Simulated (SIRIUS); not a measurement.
# Lu (Im-3m) in SIRIUS: convergence with density tol

Aim: find how far density tol must go before the results for Lu settle, at PBE. This setting moves, with any that are tied to it; all else stays.

Program: SIRIUS 7.10.0. These are calculated values, not measurements. Logs are shortened: lines on timing, memory, paths and dates and some standing lists are left out, and cuts for length are marked. The log counts tension as positive stress, the text compression.

## Step 1: Starting point

Symmetry: Im-3m, No. 229, cubic system. The conventional cell has a = 3.908 Å, b = 3.908 Å, c = 3.908 Å, α = 90.00°, β = 90.00°, γ = 90.00°. Around Lu (site symmetry m-3m) lie 8 Lu at 3.38 Å.

This isn't the form of Lu at room conditions, which is hcp.

## Step 2: With density tol 0.01

File sirius.json:

```json
{
  "control": {
    "processing_unit": "cpu",
    "verbosity": 2,
    "num_bands_to_print": 20,
    "print_forces": true,
    "print_stress": true
  },
  "parameters": {
    "electronic_structure_method": "pseudopotential",
    "xc_functionals": ["XC_GGA_X_PBE", "XC_GGA_C_PBE"],
    "gk_cutoff": 6.7,
    "pw_cutoff": 20.0,
    "ngridk": [10, 10, 10],
    "shiftk": [0, 0, 0],
    "smearing": "gaussian",
    "smearing_width": 0.0018374661,
    "num_bands": 20,
    "num_mag_dims": 0,
    "num_dft_iter": 100,
    "energy_tol": 0.01,
    "density_tol": 0.01
  },
  "iterative_solver": {
    "type": "davidson",
    "min_tolerance": 1e-10
  },
  "mixer": {
    "type": "anderson",
    "beta": 0.7,
    "max_history": 8
  },
  "settings": {
    "tol_ne": 1e-10
  },
  "unit_cell": {
    "lattice_vectors": [
      [-3.692727253816, 3.692727253816, 3.692727253816],
      [3.692727253816, -3.692727253816, 3.692727253816],
      [3.692727253816, 3.692727253816, -3.692727253816]
    ],
    "atom_coordinate_units": "lattice",
    "atom_types": ["Lu"],
    "atom_files": {
      "Lu": "Lu.json"
    },
    "atoms": {
      "Lu": [
        [0.0, 0.0, 0.0]
      ]
    }
  }
}
```

Potentials or basis: JTH 2.0 PBE (PAW).

The run is started by

```sh
$ upf_to_json Lu.GGA_PBE-JTH.UPF
$ OMP_NUM_THREADS=1 sirius.scf --input=sirius.json --output=out.json --task=0
```

Wall time 1.7 min (1 thread of Arm Neoverse V1, shared host); peak memory 0.54 GiB.

What came out:

* Free energy: -14696.2320 eV
* Pressure: -0.7 GPa
* Band gap on the k mesh: none (metal or under the smearing width)

## Step 3: With density tol 0.001

Edit sirius.json of step 2 so:

```diff
@@ -20,4 +20,4 @@
     "num_dft_iter": 100,
-    "energy_tol": 0.01,
-    "density_tol": 0.01
+    "energy_tol": 0.001,
+    "density_tol": 0.001
   },
```

Potentials or basis: JTH 2.0 PBE (PAW).

The run is started by

```sh
$ upf_to_json Lu.GGA_PBE-JTH.UPF
$ OMP_NUM_THREADS=1 sirius.scf --input=sirius.json --output=out.json --task=0
```

Run time: 1.7 min. Hardware: 1 thread of Arm Neoverse V1, shared host; peak memory 0.54 GiB.

Results:

```yaml
Free_energy: -14696.2320 eV
Pressure: -0.7 GPa
Band_gap_on_the_k_mesh: none (metal or under the smearing width)
```

## Step 4: With density tol 0.0001

Edit sirius.json of step 3 so:

```diff
@@ -20,4 +20,4 @@
     "num_dft_iter": 100,
-    "energy_tol": 0.001,
-    "density_tol": 0.001
+    "energy_tol": 0.0001,
+    "density_tol": 0.0001
   },
@@ -37,6 +37,7 @@
     "lattice_vectors": [
-      [-3.692727253816, 3.692727253816, 3.692727253816],
-      [3.692727253816, -3.692727253816, 3.692727253816],
-      [3.692727253816, 3.692727253816, -3.692727253816]
+      [-0.57735026919, 0.57735026919, 0.57735026919],
+      [0.57735026919, -0.57735026919, 0.57735026919],
+      [0.57735026919, 0.57735026919, -0.57735026919]
     ],
+    "lattice_vectors_scale": 6.3959912221,
     "atom_coordinate_units": "lattice",
```

The run is started by

```sh
$ upf_to_json Lu.GGA_PBE-JTH.UPF
$ OMP_NUM_THREADS=1 sirius.scf --input=sirius.json --output=out.json --task=0
```

Wall time 1.7 min (1 thread of Arm Neoverse V1, shared host); peak memory 0.54 GiB.

It converged, with:

| Quantity | Value |
| --- | --- |
| Free energy | -14696.2320 eV |
| Pressure | -0.7 GPa |
| Band gap on the k mesh | none (metal or under the smearing width) |

## Step 5: With density tol 1e-05

Edit sirius.json of step 4 so:

```diff
@@ -20,4 +20,4 @@
     "num_dft_iter": 100,
-    "energy_tol": 0.0001,
-    "density_tol": 0.0001
+    "energy_tol": 1e-05,
+    "density_tol": 1e-05
   },
@@ -37,7 +37,6 @@
     "lattice_vectors": [
-      [-0.57735026919, 0.57735026919, 0.57735026919],
-      [0.57735026919, -0.57735026919, 0.57735026919],
-      [0.57735026919, 0.57735026919, -0.57735026919]
+      [-3.692727253816, 3.692727253816, 3.692727253816],
+      [3.692727253816, -3.692727253816, 3.692727253816],
+      [3.692727253816, 3.692727253816, -3.692727253816]
     ],
-    "lattice_vectors_scale": 6.3959912221,
     "atom_coordinate_units": "lattice",
```

The run is started by

```sh
$ upf_to_json Lu.GGA_PBE-JTH.UPF
$ OMP_NUM_THREADS=1 sirius.scf --input=sirius.json --output=out.json --task=0
```

Wall time 1.7 min (1 thread of Arm Neoverse V1, shared host); peak memory 0.54 GiB.

It converged, with:

```
Free energy            : -14696.2320 eV
Pressure               : -0.7 GPa
Band gap on the k mesh : none (metal or under the smearing width)
```

## Step 6: With density tol 1e-06

Edit sirius.json of step 5 so:

```diff
@@ -20,4 +20,4 @@
     "num_dft_iter": 100,
-    "energy_tol": 1e-05,
-    "density_tol": 1e-05
+    "energy_tol": 1e-06,
+    "density_tol": 1e-06
   },
```

Potentials or basis: JTH 2.0 PBE (PAW).

The run is started by

```sh
$ upf_to_json Lu.GGA_PBE-JTH.UPF
$ OMP_NUM_THREADS=1 sirius.scf --input=sirius.json --output=out.json --task=0
```

It took 1.7 min on 1 thread of Arm Neoverse V1, shared host; peak memory 0.54 GiB.

The run converged. Its results:

| Property | Result |
| --- | --- |
| Free energy | -14696.2320 eV |
| Pressure | -0.7 GPa |
| Band gap on the k mesh | none (metal or under the smearing width) |

## Step 7: With density tol 1e-07

Edit sirius.json of step 6 so:

```diff
@@ -20,4 +20,4 @@
     "num_dft_iter": 100,
-    "energy_tol": 1e-06,
-    "density_tol": 1e-06
+    "energy_tol": 1e-07,
+    "density_tol": 1e-07
   },
```

Potentials or basis: JTH 2.0 PBE (PAW).

The run is started by

```sh
$ upf_to_json Lu.GGA_PBE-JTH.UPF
$ OMP_NUM_THREADS=1 sirius.scf --input=sirius.json --output=out.json --task=0
```

Log:

```text
[info] SIRIUS version : 7.10.0
[info] number of MPI ranks           : 1
[info] MPI grid                      : 1 1
[info] maximum number of OMP threads : 1
[fft] FFT context for density and potential
[fft] =====================================
[fft]   comm size                             : 1
[fft]   plane wave cutoff                     : 20
[fft]   grid size                             : 45 45 45   total : 91125
[fft]   grid limits                           : -22 22   -22 22   -22 22
[fft]   number of G-vectors within the cutoff : 13606
[fft]   local number of G-vectors             : 13606
[fft]   number of G-shells                    : 709
[fft] FFT context for coarse grid
[fft] =====================================
[fft]   comm size                             : 1
[fft]   plane wave cutoff                     : 13.4
[fft]   grid size                             : 30 30 30   total : 27000
[fft]   grid limits                           : -14 15   -14 15   -14 15
[fft]   number of G-vectors within the cutoff : 4124
[fft]   local number of G-vectors             : 4124
[fft]   number of G-shells                    : 238
[unit cell] lattice vectors
[unit cell]   a1 :      -3.6927272538      3.6927272538      3.6927272538
[unit cell]   a2 :       3.6927272538     -3.6927272538      3.6927272538
[unit cell]   a3 :       3.6927272538      3.6927272538     -3.6927272538
[unit cell] reciprocal lattice vectors
[unit cell]   b1 :       0.0000000000      0.8507513384      0.8507513384
[unit cell]   b2 :       0.8507513384      0.0000000000      0.8507513384
[unit cell]   b3 :       0.8507513384      0.8507513384      0.0000000000
[unit cell] unit cell volume :       201.41958016 [a.u.^3]
[unit cell] 1/sqrt(omega)    :         0.07046106
[unit cell] MT volume        :         0.00000000 ( 0.00%)
[unit cell] IT volume        :       201.41958016 (100.00%)
[unit cell] number of atom types : 1
[unit cell] type id : 0 symbol : Lu mt_radius :  14.877055 num_atoms : 1
[unit cell] total number of atoms : 1
[unit cell] number of symmetry classes : 1
[unit cell] number of PAW atoms : 1
[unit cell] PAW atoms : 0
[unit cell] atom id  type id  class id             position                      vector_field
[unit cell] ------------------------------------------------------------------------------------------
[unit cell]      0        0        0      0.00000   0.00000   0.00000      0.00000   0.00000   0.00000
[unit cell] atom id         position (Cartesian, a.u.)
[unit cell] ---------------------------------------------
[unit cell]      0       0.000000    0.000000    0.000000
[... 475 lines left out ...]
[find] Charges and magnetic moments
[find] --------------------------------------------------------------------------------
[find] total charge          : 25.000000
[find] Energy
[find] --------------------------------------------------------------------------------
[find] valence_eval_sum               :       1.86920969
[find] <rho|V^{XC}>                   :     -23.95144624
[find] <rho|E^{XC}>                   :     -18.32786610
[find] <mag|B^{XC}>                   :       0.00000000
[find] <rho|V^{H}>                    :     136.23153819
[find] one-electron contribution      :    -215.24916027 (Ha),    -430.49832055 (Ry)
[find] hartree contribution           :      68.11576910
[find] xc contribution                :     -18.32786610
[find] ewald contribution             :    -153.98652199
[find] PAW contribution               :    -220.62866779
[find] smearing (-TS)                 :      -0.00011641
[find] SCF correction                 :       0.00000007
[find] Total energy                   :    -540.07644700 (Ha),   -1080.15289399 (Ry)
[find] Free energy (E-TS)             :    -540.07656341 (Ha),   -1080.15312682 (Ry)
[find] band gap (eV)                  :       0.00000000
[find] Efermi                         :       0.59180720
[find] iteration : 32, RMS : 6.643450719992e-08, energy difference : 7.275957614183e-12
[find] Hartree energy of density residual : 1.665825328724e-16
[find] bands are converged : true
[find] iterative solver converged : true
[find] converged after 33 SCF iterations!
[find] Charges and magnetic moments
[find] --------------------------------------------------------------------------------
[find] total charge          : 25.000000
[find] Energy
[find] --------------------------------------------------------------------------------
[find] valence_eval_sum               :       1.86920969
[find] <rho|V^{XC}>                   :     -23.95144624
[find] <rho|E^{XC}>                   :     -18.32786610
[find] <mag|B^{XC}>                   :       0.00000000
[find] <rho|V^{H}>                    :     136.23153819
[find] one-electron contribution      :    -215.24916027 (Ha),    -430.49832055 (Ry)
[find] hartree contribution           :      68.11576910
[find] xc contribution                :     -18.32786610
[find] ewald contribution             :    -153.98652199
[find] PAW contribution               :    -220.62866779
[find] smearing (-TS)                 :      -0.00011641
[find] SCF correction                 :       0.00000007
[find] Total energy                   :    -540.07644700 (Ha),   -1080.15289399 (Ry)
[find] Free energy (E-TS)             :    -540.07656341 (Ha),   -1080.15312682 (Ry)
[find] band gap (eV)                  :       0.00000000
[find] Efermi                         :       0.59180720
[ground_state] === stress tensor components [kbar] ===
[ground_state] === stress_kin ===
[ground_state] -13866.175736   -0.000000   -0.000000
[ground_state]    -0.000000-13866.175736   -0.000000
[ground_state]    -0.000000   -0.000000-13866.175736
[ground_state] === stress_har ===
[ground_state] -33165.177744   -0.000000   -0.000000
[ground_state]    -0.000000-33165.177744   -0.000000
[ground_state]    -0.000000   -0.000000-33165.177744
[ground_state] === stress_ewald ===
[ground_state] 74975.155385    0.000000    0.000000
[ground_state]     0.00000074975.155385    0.000000
[ground_state]     0.000000    0.00000074975.155385
[ground_state] === stress_vloc ===
[ground_state] -26117.336602   -0.000000   -0.000000
[ground_state]    -0.000000-26117.336602   -0.000000
[ground_state]    -0.000000   -0.000000-26117.336602
[ground_state] === stress_xc ===
[ground_state]  8454.479555    0.000000    0.000000
[ground_state]     0.000000 8454.479555    0.000000
[ground_state]     0.000000    0.000000 8454.479555
[ground_state] === stress_core ===
[ground_state]     4.522142    0.000000    0.000000
[ground_state]     0.000000    4.522142    0.000000
[ground_state]     0.000000    0.000000    4.522142
[ground_state] === stress_nonloc ===
[ground_state]  3550.794784    0.000000    0.000000
[ground_state]     0.000000 3550.794784    0.000000
[ground_state]     0.000000    0.000000 3550.794784
[ground_state] === stress_us ===
[ground_state] -13829.614817   -0.000000   -0.000000
[ground_state]    -0.000000-13829.614817   -0.000000
[ground_state]    -0.000000   -0.000000-13829.614817
[ground_state] === stress_us_nl ===
[ground_state] -10278.820033   -0.000000   -0.000000
[ground_state]    -0.000000-10278.820033   -0.000000
[ground_state]    -0.000000   -0.000000-10278.820033
[ground_state] === stress_total ===
[ground_state]     6.646967    0.000000   -0.000000
[ground_state]     0.000000    6.646967   -0.000000
[ground_state]    -0.000000   -0.000000    6.646967
[ground_state] ==== total Forces in Ha/bohr =====
[ground_state] atom:    0, force:       0.0000000      0.0000000      0.0000000
[ground_state] ==== ultrasoft contribution from Qij =====
[ground_state] atom:    0, force:       0.0000000      0.0000000      0.0000000
[ground_state] ==== non-local contribution from Beta-projector =====
[ground_state] atom:    0, force:       0.0000000      0.0000000      0.0000000
[ground_state] ==== contribution from local potential =====
[ground_state] atom:    0, force:       0.0000000      0.0000000      0.0000000
[ground_state] ==== contribution from core density =====
[ground_state] atom:    0, force:       0.0000000      0.0000000      0.0000000
[ground_state] ==== Ewald forces from ions =====
[ground_state] atom:    0, force:       0.0000000      0.0000000      0.0000000
[~DFT_ground_state] local op. applied: 67606
[~DFT_ground_state] evp. work count: 14551
[~DFT_ground_state] number of iterative solver steps: 3124
```

Run time: 1.9 min. Hardware: 1 thread of Arm Neoverse V1, shared host; peak memory 0.54 GiB.

What came out:

| Quantity | Value |
| --- | --- |
| Free energy | -14696.2320 eV |
| Pressure | -0.7 GPa |
| Band gap on the k mesh | none (metal or under the smearing width) |

## Step 8: Summary

| density tol | energy less the tightest run, at zero smearing (meV/atom) | SCF cycles | CPU time (s) | peak memory (GiB) |
| --- | --- | --- | --- | --- |
| 0.01 | 0.00 | 27 | 100 | 0.54 |
| 0.001 | 0.00 | 27 | 100 | 0.54 |
| 0.0001 | 0.00 | 27 | 100 | 0.54 |
| 1e-05 | 0.00 | 27 | 100 | 0.54 |
| 1e-06 | 0.00 | 28 | 100 | 0.54 |
| 1e-07 | 0.00 | 33 | 120 | 0.54 |

Against the tightest run, the energy stays within 1 meV/atom from 0.01 on. The tightest run that finished is the yardstick and may itself not be fully converged.
